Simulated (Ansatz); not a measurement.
## O vacancy in HfSiO4, calculated

All numbers are calculated (PBEsol, collinear spin, no spin-orbit coupling; Ansatz, PAW set soft_2, 420 eV, k-mesh 2×2×2), not measured.

The relaxed host crystal (Kohn–Sham gap 5.37 eV over the whole zone):

```
Hf Si O
1.0
    -3.29101    3.29101    2.98307
     3.29101   -3.29101    2.98307
     3.29101    3.29101   -2.98307
Hf Si O
2 2 8
Cartesian
  0.0000 0.0000 0.0000
  0.0000 3.2910 1.4915
  3.2910 0.0000 1.4915
  0.0000 0.0000 2.9831
  3.2910 2.0747 -1.0851
  4.5073 0.0000 0.4064
  2.0747 0.0000 0.4064
  0.0000 1.2163 1.8980
  2.0747 3.2910 1.0851
  3.2910 1.2163 2.5766
  3.2910 -1.2163 2.5766
  1.2163 0.0000 4.0682
```

Supercell of 36 atoms, rows of the matrix [[0,1,1],[1,0,1],[1,1,-1]] times the cell vectors; O vacancy at (0.133, 0.318, 0.815) in fractions of the cell above. Atoms are relaxed at the host's cell, from a start shaken by 0.03 Å near the defect; charged cells sit in a uniform background.

Nearest atoms to the empty O site: in the perfect crystal Si 1.63 Å; charge +2: Hf 2.25 Å, O 2.30 Å, O 2.34 Å; charge +1: Si 1.62 Å, Hf 2.22 Å, O 2.29 Å; charge 0: Si 1.41 Å, Hf 2.16 Å, Hf 2.28 Å.

The largest move of an atom from its ideal place is 0.8 Å at charge +2, 0.2 Å at charge +1, 0.2 Å at charge 0, so the cell at charge +2 rearranged and didn't merely relax.

| charge | moment of the cell (μB) | gap of the cell on the mesh (eV) | carriers |
| --- | --- | --- | --- |
| +2 | 0.00 | 4.03 | none in the bands |
| +1 | 0.00 | 0.00 | level in the gap, partly filled |
| 0 | 0.00 | 3.09 | none in the bands |

On this mesh the host's own supercell has a gap of 5.38 eV.

At charge +1 a level in the gap is left partly filled; a distortion or another spin state could split it and lower the energy.

Formation energy of the neutral defect: 5.79 eV, taking atoms from and to the elements' standard states (no corrections for gases), so it belongs to those chemical potentials alone.

Caveats: a moment set at the start was lost; at charge +1: bands were filled unevenly over the k points at some point of the run, the odd electron ends without a moment, so a state with one unpaired electron may lie lower; semilocal functionals make gaps too small, which shifts levels too; small supercell, so energies and levels can be off by tenths of an eV; one random start near the defect, so other minima are possible.

The charge of the oxygen vacancy mainly governs the position of the silicon that lost its oxygen. In the neutral cell this Si sits 1.41 Å from the empty site, closer than the 1.63 Å of the perfect crystal. At +2 it is no longer among the nearest atoms listed. Two electrons left in the vacancy occupy a state probably built from the Si dangling hybrid and Hf 5d orbitals, which draws the Si inward, while the two neighbouring Hf move slightly outward. Without them, the undercoordinated, electron-poor Si is pulled towards its remaining oxygens and probably flattens or passes through their plane, much as at ionised vacancies in silica.

The smaller gap of the neutral cell, 3.09 eV against 5.38 eV for the host, fits a filled, deep donor-like state rather than electrons released into the conduction band. The neutral formation energy of 5.79 eV reflects the cost of breaking strong Si–O and Hf–O bonds, and would fall under oxygen-poor conditions. Without formation energies for the charged cells, it remains open whether the rearrangement at +2 makes the vacancy a negative-U centre.
